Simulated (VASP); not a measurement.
**W: relaxation of the atoms with PBE**

Crystal: W.

```
W
1.0
    -1.58491    1.58491    1.58491
     1.58491   -1.58491    1.58491
     1.58491    1.58491   -1.58491
W
1
Direct
  0.00000 0.00000 0.00000
```

| Property | Result |
| --- | --- |
| Program | VASP 6.6.1 |
| Task | relaxation of the atoms |
| Functional | PBE |
| Potentials or basis | VASP PAW PBE potentials, release 64 (W) |
| Cutoff | 300 eV |
| k mesh | 8 × 8 × 8 |
| Occupations | methfessel-paxton, width 0.1 eV |
| Spin | no spin polarisation |
| Further INCAR settings | ALGO = Fast; EDIFF = 1e-07; IBRION = 2; EDIFFG = -0.01; NSW = 40 |

- Pressure after relaxing: 0.0 GPa
- Band gap on the k mesh: none (metal or under the smearing width)

Final structure:
```yaml
crystal:
  lattice:
    - [-1.58491, 1.58491, 1.58491]
    - [1.58491, -1.58491, 1.58491]
    - [1.58491, 1.58491, -1.58491]
  atoms:
    - { symbol: W, position: [0.00000, 0.00000, 0.00000] }
```

Levels at points of the mesh, in eV from the Fermi level:
| k point | band 1 | band 2 | band 3 | band 4 | band 5 | band 6 | band 7 |
| --- | --- | --- | --- | --- | --- | --- | --- |
| (0.00, 0.00, 0.00) | -9.15 | -0.80 | -0.80 | -0.80 | 2.66 | 2.66 | 15.66 |
| (0.50, 0.00, 0.00) | -5.79 | -3.10 | 1.12 | 2.55 | 3.52 | 6.49 | 12.32 |
| (0.50, 0.50, 0.50) | -5.34 | -5.34 | 5.52 | 5.52 | 5.52 | 8.77 | 8.77 |

It used 2.3 s of CPU time on 1 thread of Intel(R) Xeon(R) Platinum 8488C (Sapphire Rapids), on a shared host, which was overloaded at the time.

Caveat: the relaxation stopped at its first step, so nothing moved. The run has no spin-orbit coupling, so splittings on W are missing.
